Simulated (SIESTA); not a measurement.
A run of SIESTA 5.4.2 is set up as follows.

Contents of Ag.fdf:

```
SystemName                      Ag
SystemLabel                     Ag
NumberOfSpecies                 1
NumberOfAtoms                   6
%block ChemicalSpeciesLabel
  1  47 Ag
%endblock ChemicalSpeciesLabel

LatticeConstant                 1.0 Ang
%block LatticeVectors
     2.9299980804     0.0000000000     0.0000000000
    -1.4649990402     2.5374527707     0.0000000000
     0.0000000000     0.0000000000    26.9750000000
%endblock LatticeVectors
AtomicCoordinatesFormat         Fractional
%block AtomicCoordinatesAndAtomicSpecies
     0.6666666667     0.3333333334     0.2780352178  1  Ag
     0.3333333333     0.6666666666     0.3668211307  1  Ag
     0.6666666667     0.3333333334     0.4556070436  1  Ag
     0.3333333333     0.6666666666     0.5443929564  1  Ag
     0.6666666667     0.3333333334     0.6331788693  1  Ag
     0.3333333333     0.6666666666     0.7219647822  1  Ag
%endblock AtomicCoordinatesAndAtomicSpecies

%block kgrid.MonkhorstPack
   10   0   0  0.0
    0  10   0  0.0
    0   0   1  0.0
%endblock kgrid.MonkhorstPack
XC.Functional                   GGA
XC.Authors                      WC
PAO.BasisSize                   DZP
PAO.EnergyShift                 0.003 Ry
Mesh.Cutoff                     800 Ry
OccupationFunction              FD
ElectronicTemperature           0.05 eV
Slab.DipoleCorrection           vacuum
MaxSCFIterations                120
SCF.MustConverge                false
SCF.Mixer.Method                Pulay
SCF.Mixer.Weight                0.25
SCF.Mixer.History               8
SCF.DM.Tolerance                5.0e-05
SCF.H.Tolerance                 1.0e-03 eV
WriteForces                     true
Charge.Mulliken                 end
%block PAO.Basis
  Ag 5
  n=4 0 2
    2.721 0.000
  n=5 0 2
    7.890 0.000
  n=4 1 2
    3.101 0.000
  n=5 1 1
    7.890
  n=4 2 2
    5.108 0.000
%endblock PAO.Basis
```

Potentials or basis: PseudoDojo 0.4 standard (PBEsol files), DZP (energy shift 0.003 Ry; two zetas on semicore shells).

Run with:

```console
$ siesta Ag.fdf > Ag.out 2>&1
```

(1) Predict the band gap on the k mesh.

(2) What does it give for the largest force?

Answers

(1) none (metal or under the smearing width).

(2) 0.316 eV/Å.

Caveat: the potentials were made for another functional, which shifts forces and pressure; the basis of atomic orbitals isn't converged, which shifts pressures, moduli and gaps.
